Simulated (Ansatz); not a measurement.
# GaN (P6_3mc) in Ansatz: settings compared

The runs below take GaN through single point, relaxation of cell and atoms, with PBE, PBEsol, revPBE+D3(BJ).

Program: Ansatz 0.2.0. These are calculated values, not measurements. Logs are shortened: lines on timing, memory, paths and dates and some standing lists are left out, and cuts for length are marked.

**Measured values to compare with.**

“Studying electronic properties in GaN without electrical contacts using γ-γ vs e−-γ Perturbed Angular Correlations”, 2019, pmc:6823545 quotes, for a bulk crystal of GaN: band gap 3.503 ± 0.005 eV (direct).

The results are compared with them further down.

### 1 The structure

Symmetry: P6_3mc, No. 186, hexagonal system. The conventional cell has a = 3.180 Å, b = 3.180 Å, c = 5.166 Å, α = 90.00°, β = 90.00°, γ = 120.00°. Ga (site symmetry 3m) has 4 N at 1.94 to 1.95 Å as nearest neighbours. Around N (site symmetry 3m) lie 4 Ga at 1.94 to 1.95 Å.

### 2 Single point, PBE

input.yaml

```yaml
crystal:
  lattice:
    - [3.18, 0.0, 0.0]
    - [-1.59, 2.753960784, 0.0]
    - [0.0, 0.0, 5.166]
  atoms:
    - { symbol: Ga, position: [0.6666666667, 0.3333333333, 0.5] }
    - { symbol: Ga, position: [0.3333333333, 0.6666666667, 0.0] }
    - { symbol: "N", position: [0.6666666667, 0.3333333333, 0.875] }
    - { symbol: "N", position: [0.3333333333, 0.6666666667, 0.375] }
hamiltonian:
  xc: pbe
  pseudopotentials: { kind: paw }
kpoints:
  mp_grid: { grid: [10, 10, 5] }
scf:
  occupations: { method: gaussian, width: 0.011 }
output:
  forces: true
  stress: true
  eigenvalues: true
```

Potentials or basis: Ansatz PAW.

On the command line:

```
> ansatz run input.yaml --threads 2 --pin off --max-ram 5632MiB --backend cpu --events-out ev --progress --plain --runs-dir out
```

The log of the run:

```text
Warning: RAYON_NUM_THREADS=2 ignored (pool sized by the plan → 2); use --threads N
Engine: ansatz 0.2.0, x86_64-unknown-linux-gnu
Pseudopotentials: kind: paw
Pseudopotential: Ga, paw, valence charge 13, recommended cutoff 420 eV (normal), Ga.paw.azcp
Pseudopotential: N, paw, valence charge 5, recommended cutoff 420 eV (normal), N.paw.azcp
Functional definition: PBE
  parameter kappa = 0.804
  parameter beta = 0.06672455060314922
  exchange = pbe_x(kappa = kappa, mu = beta*pi^2/3)
  correlation = pbe_c(beta = beta)
Crystal: 4 atoms, lattice volume = 45.242 Å³
Basis set: ecut = 420 eV, 881 PW (Γ), exchange–correlation on 48×48×72 points (8 copies of the dense FFT grid, shifted against one another)
Bands: 22, of which v1, the nominal top of the filled ones, is band 18 counted from 1 (17 counted from 0)
Symmetry: 12 space group operations
Space group: P63mc (ITA 186), of the structure as read, at distance tolerance 3.6e-5 Å
k-points: 42 of 500 (time reversal used)
Non-local potential: Ga, projectors of the file, l = 0: 2, l = 1: 2, l = 2: 3, l = 3: 1
Non-local potential: N, projectors of the file, l = 0: 2, l = 1: 2, l = 2: 1
PAW form: soft (Blöchl's): semilocal exchange-correlation on the pseudo side does not see the compensation charge
PAW one-centre angular grid: Ga, 590 points (default); XC on 64 Gauss nodes
PAW one-centre angular grid: N, 110 points (default); XC on 64 Gauss nodes
Initial density: superposition of atomic densities (neutral atoms: chi_scale 0, normalization atom), corrected by the library's trained network
Initial wavefunctions: pseudopotential atomic-orbital guess
Functional: x = pbe(κ = 0.804, μ = 0.2195149727645171), c = pbe(β = 0.06672455060314922)
SCF iter   1: F=—  HF=-8335.795573 eV  |F-HF|=—  |Δ(HF+E_count)|=         —  Δρ=8.48e-4  dr2=1.83e-4  ethr=1.77e-3  ⟨swp⟩=5.4  Hψ=3876  notcnv=0
preconditioner: auto → Resta (q_TF=auto, 2.626 Å⁻¹)  ε∞=5.0  [insulator: Δε(μ)=1.958 eV  Ē_g=16.647 eV  σ=0.011 eV  W_gap=1.00  n_scr=22 (ndim 8)  ℏωp=33.1 eV  f_vac=0.008  D(μ)=0.00/eV (n_scr^D=0)  ε∞_Penn≈5.0]
SCF iter   2: F=—  HF=-8335.796192 eV  |F-HF|=—  |Δ(HF+E_count)|=   6.19e-4  Δρ=4.03e-4  dr2=2.56e-5  ethr=5.08e-7  ⟨swp⟩=2.2  Hψ=2178  notcnv=0
SCF iter   3: F=—  HF=-8335.796301 eV  |F-HF|=—  |Δ(HF+E_count)|=   1.09e-4  Δρ=1.87e-4  dr2=6.69e-6  ethr=7.12e-8  ⟨swp⟩=2.0  Hψ=1666  notcnv=0
SCF iter   4: F=—  HF=-8335.796329 eV  |F-HF|=—  |Δ(HF+E_count)|=   2.72e-5  Δρ=5.63e-5  dr2=9.62e-7  ethr=1.86e-8  ⟨swp⟩=2.0  Hψ=1657  notcnv=0
iter 5 did not close the SCF: its close was put off for the readings that it lacked (scf_convergence_deferred on its scf_iter line)
SCF iter   5: F=-8335.796332 eV  HF=-8335.796331 eV  |F-HF|=2.28e-7  |Δ(HF+E_count)|=   2.72e-6  Δρ=1.82e-5  dr2=9.28e-8  ethr=2.67e-9  ⟨swp⟩=2.0  Hψ=1676  notcnv=0
SCF iter   6: F=-8335.796332 eV  HF=-8335.796332 eV  |F-HF|=3.44e-9  |Δ(HF+E_count)|=   2.46e-7  Δρ=4.54e-6  dr2=8.41e-9  ethr=2.58e-10  ⟨swp⟩=2.0  Hψ=3479  notcnv=0
SCF 1 converged in 6 iterations: F = -8335.796332 eV  dr2 = 8.41e-9
SCF converged after 6 iterations
Free energy (F): -8335.796332 eV
Harris-Foulkes:  -8335.796332 eV  (|F-HF|=3.44e-9)
Internal energy: -8335.796332 eV  (E = F + TS)
E sigma→0 (E₀):  -8335.796332 eV
Fermi energy:    10.834044 eV
--- Per-component energies (eV) ---
  E_band       = -5.329018
  E_kinetic    = 495.402260
  E_local      = -3888.975743  (includes V_loc(G=0)·N_el)
  E_nonlocal   = 948.898206
  E_hartree    = 1791.443272
  E_xc         = -257.979867
  E_vxc        = -268.793731  (∫ρ·V_xc dr)
  E_paw        = -4240.757785  (= ΣΔE_a)
  E_vpaw       = -874.746499  (= ΣTr[D̂ρ^β])
  E_aug_tail   = 0.000054  (compensation charges beyond the density's cutoff)
  E_ewald      = -3183.826728
  E_smearing   = -0.000000  (= −TS)
  E_closure    = 0.000000  (closes the sum)
  Σ components = -8335.796332   (vs F -8335.796332, Δ=0.00e0)
--- Forces (eV/Å), atoms counted from 1 ---
  atom   1  Ga     0.00000000    -0.00000000    -0.13702309
  atom   2  Ga     0.00000000     0.00000000    -0.13702309
  atom   3  N      0.00000000    -0.00000000     0.13701370
  atom   4  N      0.00000000     0.00000000     0.13701370
  max |Σ_I F_I| component: 1.88e-5 eV/Å
--- Stress (GPa, compression-positive) ---
        6.577591      -0.000000      -0.000000
        0.000000       6.577591       0.000000
       -0.000000       0.000000       8.729204
  P = ⅓ Tr σ = 7.2948 GPa (72.948 kbar)
--- Band table (eV; the first three rows and the last of 42) ---
  k-point 0: bands = ["-6.2153", "-5.2787", "-3.6527", "-3.6314", "-3.6314", "-3.5673", "-3.5673", "-3.3756", "-3.3756", "-3.2739", "-3.2739", "-2.0134", "2.7083", "8.7901", "8.7901", "9.7923", "9.8518", "9.8518", "11.8162", "14.1547", "19.1049", "19.7819"]
  k-point 1: bands = ["-6.0980", "-5.3256", "-3.6291", "-3.6291", "-3.6194", "-3.5770", "-3.5770", "-3.3623", "-3.3623", "-3.2803", "-3.2803", "-2.4085", "3.4303", "8.7233", "8.8869", "8.8869", "9.7460", "9.7460", "12.6954", "14.2293", "18.8382", "19.8261"]
  k-point 2: bands = ["-5.8039", "-5.4982", "-3.6189", "-3.6189", "-3.5988", "-3.5988", "-3.4659", "-3.3316", "-3.3316", "-3.3004", "-3.3004", "-3.0599", "5.0454", "6.9256", "9.1444", "9.1444", "9.4727", "9.4727", "13.8071", "14.2842", "18.4036", "18.6576"]
  k-point 41: bands = ["-5.1301", "-5.1127", "-3.5389", "-3.5172", "-3.5034", "-3.4518", "-3.3649", "-3.3624", "-3.3257", "-3.3164", "-1.6983", "-1.5757", "3.6401", "3.7702", "5.4373", "6.1817", "8.0379", "8.3346", "16.1734", "16.2086", "17.2010", "17.7092"]
```

Wall time 3.5 s (2 threads of Intel Xeon at 2.50GHz (Skylake/Cascade Lake), shared host); peak memory 0.38 GiB.

Results:

| Item | Value |
| --- | --- |
| Free energy | -8335.7963 eV |
| Pressure | 7.3 GPa |
| Largest force | 0.137 eV/Å |
| Band gap on the k mesh | 1.96 eV, direct |

Forces in eV/Å, atoms in the order of the input:
```
Ga   0.000  0.000 -0.137
Ga   0.000  0.000 -0.137
N    0.000  0.000  0.137
N    0.000  0.000  0.137
```

Stress tensor (GPa, compression positive):
```
6.58 0.00 0.00
0.00 6.58 0.00
0.00 0.00 8.73
```

Levels at points of the mesh, in eV from the valence-band top:
```tsv
k point	band 16	band 17	band 18	band 19	band 20	band 21
(0.00, 0.00, 0.00)	-0.06	0.00	0.00	1.96	4.30	9.25
(0.00, -0.50, 0.00)	-2.78	-2.26	-0.99	5.08	5.61	6.08
```

Caveat: odd divisions of the mesh miss points on the zone boundary, where band edges often lie, so the gap on the mesh can be too wide; the pressure holds a Pulay correction of +0.5 GPa for the finite cutoff.

### 3 Relaxation of cell and atoms, PBE

Edit input.yaml of step 2 so:

```diff
@@ -16,3 +16,3 @@
 scf:
-  occupations: { method: gaussian, width: 0.011 }
+  occupations: { method: fermi_dirac, width: 0.05 }
 output:
@@ -20,2 +20,9 @@
   stress: true
-  eigenvalues: true
+  write_density: true
+  write_potential: true
+  elf: true
+  volumetric_format: npy
+relax:
+  f_tol: 0.01
+  max_steps: 40
+  cell: { stress_tol: 0.05 }
```

Potentials or basis: Ansatz PAW.

On the command line:

```
> ansatz run input.yaml --threads 2 --pin off --max-ram 5632MiB --backend cpu --events-out ev --progress --plain --runs-dir out
```

The log of the run:

```text
Warning: RAYON_NUM_THREADS=2 ignored (pool sized by the plan → 2); use --threads N
Engine: ansatz 0.2.0, x86_64-unknown-linux-gnu
Pseudopotentials: kind: paw
Pseudopotential: Ga, paw, valence charge 13, recommended cutoff 420 eV (normal), Ga.paw.azcp
Pseudopotential: N, paw, valence charge 5, recommended cutoff 420 eV (normal), N.paw.azcp
Functional definition: PBE
  parameter kappa = 0.804
  parameter beta = 0.06672455060314922
  exchange = pbe_x(kappa = kappa, mu = beta*pi^2/3)
  correlation = pbe_c(beta = beta)
Crystal: 4 atoms, lattice volume = 45.242 Å³
Basis set: ecut = 420 eV, 881 PW (Γ), exchange–correlation on 48×48×72 points (8 copies of the dense FFT grid, shifted against one another)
Bands: 22, of which v1, the nominal top of the filled ones, is band 18 counted from 1 (17 counted from 0)
Symmetry: 12 space group operations
Space group: P63mc (ITA 186), of the structure as read, at distance tolerance 3.6e-5 Å
k-points: 42 of 500 (time reversal used)
Non-local potential: Ga, projectors of the file, l = 0: 2, l = 1: 2, l = 2: 3, l = 3: 1
Non-local potential: N, projectors of the file, l = 0: 2, l = 1: 2, l = 2: 1
PAW form: soft (Blöchl's): semilocal exchange-correlation on the pseudo side does not see the compensation charge
PAW one-centre angular grid: Ga, 590 points (default); XC on 64 Gauss nodes
[... 102 lines left out ...]
  E_ewald      = -3142.949250
  E_smearing   = -0.000000  (= −TS)
  E_closure    = 0.000000  (closes the sum)
  Σ components = -8335.837348   (vs F -8335.837348, Δ=0.00e0)
--- Forces (eV/Å), atoms counted from 1 ---
  atom   1  Ga    -0.00000000     0.00000000     0.00005888
  atom   2  Ga    -0.00000000    -0.00000000     0.00005888
  atom   3  N      0.00000000     0.00000000    -0.00006022
  atom   4  N      0.00000000    -0.00000000    -0.00006022
  max |Σ_I F_I| component: 2.67e-6 eV/Å
--- Stress (GPa, compression-positive) ---
        0.006439       0.000000      -0.000000
        0.000000       0.006439       0.000000
       -0.000000       0.000000       0.008105
  P = ⅓ Tr σ = 0.0070 GPa (0.070 kbar)
--- Band table (eV; the first three rows and the last of 42) ---
  k-point 0: bands = ["-6.4721", "-5.6704", "-4.2028", "-4.1888", "-4.1888", "-4.1335", "-4.1335", "-3.9604", "-3.9604", "-3.8710", "-3.8710", "-2.6164", "2.4008", "8.2657", "8.2657", "9.2252", "9.2614", "9.2614", "10.9719", "13.3288", "18.2822", "18.9975"]
  k-point 1: bands = ["-6.3652", "-5.7061", "-4.1868", "-4.1868", "-4.1656", "-4.1418", "-4.1418", "-3.9488", "-3.9488", "-3.8768", "-3.8768", "-2.9732", "3.0621", "8.1336", "8.3565", "8.3565", "9.1623", "9.1623", "11.8863", "13.4032", "18.0180", "18.9518"]
  k-point 2: bands = ["-6.1030", "-5.8438", "-4.1779", "-4.1779", "-4.1605", "-4.1605", "-4.0020", "-3.9219", "-3.9219", "-3.8946", "-3.8946", "-3.5923", "4.5797", "6.3803", "8.5983", "8.5983", "8.9065", "8.9065", "12.9914", "13.4591", "17.5866", "17.8260"]
  k-point 41: bands = ["-5.5361", "-5.5227", "-4.1030", "-4.0817", "-4.0701", "-4.0286", "-3.9493", "-3.9466", "-3.9144", "-3.9065", "-2.2898", "-2.1756", "3.2273", "3.3465", "5.0467", "5.7483", "7.5449", "7.8326", "15.3692", "15.4226", "16.4341", "16.9839"]
--- Relaxed structure (5 steps of the walk, 5 accepted, 2 SCFs on fresh bases) ---
  F+E_penalty+E_count = -8335.83734796 eV   max|allowed force component| = 5.955e-5 eV/Å   (the final SCF, on the basis selected at the relaxed cell)
  cell:  # Å, volume = 47.0312 Å³
    - [3.218352405210485, -7.096620556092989e-19, 1.106402968788617e-17]
    - [-1.6091762026052425, 2.7871749412430296, -5.532014843943086e-18]
    - [1.797382936099941e-17, -1.0587138964729105e-33, 5.243100638150863]
  atoms:
    - { symbol: Ga, position: [0.6666666666666664, 0.3333333333333332, 0.4991362735346389] }
    - { symbol: Ga, position: [0.3333333333333332, 0.6666666666666664, -0.0008637264653609922] }
    - { symbol: N, position: [0.6666666666666664, 0.3333333333333332, 0.8758637264653611] }
    - { symbol: N, position: [0.3333333333333332, 0.6666666666666664, 0.37586372646536087] }
```

rho_z.tsv:

```text
# z_ang	rho[e/angstrom^3]
# format = ansatz-planar-average/11
# lattice	3.218352405	-0.000000000	0.000000000
# lattice	-1.609176203	2.787174941	-0.000000000
# lattice	0.000000000	-0.000000000	5.243100638
# sites	4
# site	31	1.609176203	0.929058314	2.617021714
# site	31	-0.000000000	1.858116627	-0.004528605
# site	7	1.609176203	0.929058314	4.592241663
# site	7	0.000000000	1.858116627	1.970691344
0.000000	2.136850e0
0.145642	1.694527e0
0.291283	9.793999e-1
0.436925	4.899715e-1
0.582567	2.719701e-1
0.728208	1.892050e-1
[... 28 lines left out ...]
4.951817	1.365727e0
5.097459	1.910029e0
```

Wall time 25 s (2 threads of Intel Xeon at 2.50GHz (Skylake/Cascade Lake), shared host); peak memory 0.41 GiB.

What came out:

```
Free energy                            : -8335.8373 eV
Relaxed volume                         : 11.76 Å³/atom
Relaxed cell                           : a = 3.218 Å, b = 3.218 Å, c = 5.243 Å, α = 90.00°, β = 90.00°, γ = 120.00°
Space group after relaxing (to 0.05 Å) : P6_3mc (No. 186)
Energy gained by relaxing              : 10.3 meV/atom
Ionic steps                            : 7
Pressure after relaxing                : 0.0 GPa
Band gap on the k mesh                 : 1.71 eV, direct
```

Step by step:
```
step  energy change (eV)  largest force (eV/Å)  volume (Å³)
   1              0.0000                0.1370        45.24
   2             -0.0297                0.0979        46.27
   3             -0.0344                0.0458        46.95
   4             -0.0345                0.0069        46.98
   5             -0.0410                0.0066        46.98
   6             -0.0409                0.0000        47.03
   7             -0.0410                0.0001        47.03
```

Final structure:
```
Ga N
1.0
     3.21835    0.00000    0.00000
    -1.60918    2.78717    0.00000
     0.00000    0.00000    5.24310
Ga N
2 2
Direct
  0.66667 0.33333 0.49914
  0.33333 0.66667 0.99914
  0.66667 0.33333 0.87586
  0.33333 0.66667 0.37586
```

Caveat: odd divisions of the mesh miss points on the zone boundary, where band edges often lie, so the gap on the mesh can be too wide; the plane-wave basis is chosen anew once the cell has moved, so the energies of steps on either side of that aren't comparable; the pressure holds a Pulay correction of +0.5 GPa for the finite cutoff. PBE gaps usually lie below the measured ones, often by a third to a half.

### 4 Relaxation of cell and atoms, PBEsol

Edit input.yaml of step 3 so:

```diff
@@ -11,3 +11,3 @@
 hamiltonian:
-  xc: pbe
+  xc: pbesol
   pseudopotentials: { kind: paw }
@@ -20,6 +20,2 @@
   stress: true
-  write_density: true
-  write_potential: true
-  elf: true
-  volumetric_format: npy
 relax:
```

On the command line:

```
> ansatz run input.yaml --threads 2 --pin off --max-ram 5632MiB --backend cpu --events-out ev --progress --plain --runs-dir out
```

It took 21 s on 2 threads of Intel Xeon at 2.50GHz (Skylake/Cascade Lake), shared host; peak memory 0.4 GiB.

The run converged. Its results:

| Item | Value |
| --- | --- |
| Free energy | -8245.6941 eV |
| Relaxed volume | 11.37 Å³/atom |
| Relaxed cell | a = 3.183 Å, b = 3.183 Å, c = 5.185 Å, α = 90.00°, β = 90.00°, γ = 120.00° |
| Space group after relaxing (to 0.05 Å) | P6_3mc (No. 186) |
| Energy gained by relaxing | 0.6 meV/atom |
| Ionic steps | 7 |
| Pressure after relaxing | 0.0 GPa |
| Band gap on the k mesh | 1.88 eV |

Step by step:
| step | energy change (eV) | largest force (eV/Å) | volume (Å³) |
| --- | --- | --- | --- |
| 1 | 0.0000 | 0.1330 | 45.24 |
| 2 | -0.0011 | 0.0955 | 45.38 |
| 3 | -0.0015 | 0.0337 | 45.50 |
| 4 | -0.0016 | 0.0005 | 45.48 |
| 5 | -0.0025 | 0.0001 | 45.48 |
| 6 | -0.0025 | 0.0000 | 45.48 |
| 7 | -0.0025 | 0.0000 | 45.48 |

Final structure:
```cif
data_structure
_symmetry_space_group_name_H-M 'P 1'
_symmetry_Int_Tables_number 1
_cell_length_a 3.1826
_cell_length_b 3.1826
_cell_length_c 5.1854
_cell_angle_alpha 90.000
_cell_angle_beta 90.000
_cell_angle_gamma 120.000
_cell_volume 45.48
loop_
_atom_site_label
_atom_site_type_symbol
_atom_site_fract_x
_atom_site_fract_y
_atom_site_fract_z
_atom_site_occupancy
Ga1 Ga 0.66667 0.33333 0.49919 1
Ga2 Ga 0.33333 0.66667 0.99919 1
N1 N 0.66667 0.33333 0.87581 1
N2 N 0.33333 0.66667 0.37581 1
```

Caveat: odd divisions of the mesh miss points on the zone boundary, where band edges often lie, so the gap on the mesh can be too wide; the plane-wave basis is chosen anew once the cell has moved, so the energies of steps on either side of that aren't comparable; the pressure holds a Pulay correction of +0.5 GPa for the finite cutoff; the PAW data sets come from PBE, with cores solved anew for the run's functional, which leaves a small shift of forces and pressure. Zero-point motion and thermal expansion aren't in these numbers.

### 5 Relaxation of cell and atoms, revPBE+D3(BJ)

Edit input.yaml of step 4 so:

```diff
@@ -11,4 +11,5 @@
 hamiltonian:
-  xc: pbesol
+  xc: revpbe
   pseudopotentials: { kind: paw }
+  dispersion: d3bj
 kpoints:
@@ -20,2 +21,6 @@
   stress: true
+  write_density: true
+  write_potential: true
+  elf: true
+  volumetric_format: npy
 relax:
```

On the command line:

```
> ansatz run input.yaml --threads 2 --pin off --max-ram 5632MiB --backend cpu --events-out ev --progress --plain --runs-dir out
```

It took 47 s on 2 threads of Intel Xeon at 2.50GHz (Skylake/Cascade Lake), shared host; peak memory 0.41 GiB.

It converged, with:

- Free energy: -8347.8090 eV
- Relaxed volume: 11.48 Å³/atom
- Relaxed cell: a = 3.192 Å, b = 3.192 Å, c = 5.203 Å, α = 90.00°, β = 90.00°, γ = 120.00°
- Space group after relaxing (to 0.05 Å): P6_3mc (No. 186)
- Energy gained by relaxing: 1.9 meV/atom
- Ionic steps: 7
- Pressure after relaxing: 0.0 GPa
- Band gap on the k mesh: 1.90 eV, direct

Step by step:
```csv
step,energy change (eV),largest force (eV/Å),volume (Å³)
1,0.0000,0.1359,45.24
2,-0.0046,0.0951,45.64
3,-0.0054,0.0404,45.92
4,-0.0055,0.0029,45.91
5,-0.0076,0.0026,45.91
6,-0.0076,0.0000,45.93
7,-0.0076,0.0000,45.93
```

Final structure:
```yaml
crystal:
  lattice:
    - [3.19248, 0.00000, 0.00000]
    - [-1.59624, 2.76477, 0.00000]
    - [0.00000, 0.00000, 5.20336]
  atoms:
    - { symbol: Ga, position: [0.66667, 0.33333, 0.49924] }
    - { symbol: Ga, position: [0.33333, 0.66667, 0.99924] }
    - { symbol: N, position: [0.66667, 0.33333, 0.87576] }
    - { symbol: N, position: [0.33333, 0.66667, 0.37576] }
```

Levels at points of the mesh, in eV from the valence-band top:
```csv
k point,band 15,band 16,band 17,band 18,band 19,band 20,band 21,band 22
"(0.00, 0.00, 0.00)",-1.02,-0.04,0.00,0.00,1.90,4.27,9.22,9.93
"(0.00, -0.50, 0.00)",-4.16,-2.71,-2.18,-0.99,5.12,5.56,6.09,8.60
```

Caveat: odd divisions of the mesh miss points on the zone boundary, where band edges often lie, so the gap on the mesh can be too wide; the plane-wave basis is chosen anew once the cell has moved, so the energies of steps on either side of that aren't comparable; the pressure holds a Pulay correction of +0.5 GPa for the finite cutoff; the PAW data sets come from PBE, with cores solved anew for the run's functional, which leaves a small shift of forces and pressure.

### 6 The runs side by side

```tsv
task	level	cell	smearing	gap on the mesh (eV)	pressure (GPa)	relaxed volume (Å³/atom)
single point	PBE	as given	gaussian 0.011 eV	1.96	7.3	-
relaxation of cell and atoms	PBE	relaxed	fermi-dirac 0.05 eV	1.71	0.0	11.76
relaxation of cell and atoms	PBEsol	relaxed	fermi-dirac 0.05 eV	1.88	0.0	11.37
relaxation of cell and atoms	revPBE+D3(BJ)	relaxed	fermi-dirac 0.05 eV	1.90	0.0	11.48
```

Alike in all rows: potentials or basis Ansatz PAW; no spin polarisation; k mesh 10 × 10 × 5; cutoff (eV) 420.

Caveats: odd divisions of the mesh miss points on the zone boundary, where band edges often lie, so the gap on the mesh can be too wide; the plane-wave basis is chosen anew once the cell has moved, so the energies of steps on either side of that aren't comparable (some runs); the PAW data sets come from PBE, with cores solved anew for the run's functional, which leaves a small shift of forces and pressure (some runs).

Absolute energies hang on the potentials; compare differences alone.

### 7 Comparison with measurements

Step 2. Against the measured gap of GaN, 3.503 eV (direct; quoted in “Studying electronic properties in GaN without electrical contacts using γ-γ vs e−-γ Perturbed Angular Correlations”, 2019, pmc:6823545), the calculated 1.96 eV is off by -1.54 eV. Spin-orbit coupling on Ga is left out. The value is that of PBE, without temperature or zero-point motion. Semilocal functionals fall short of measured gaps as a rule.
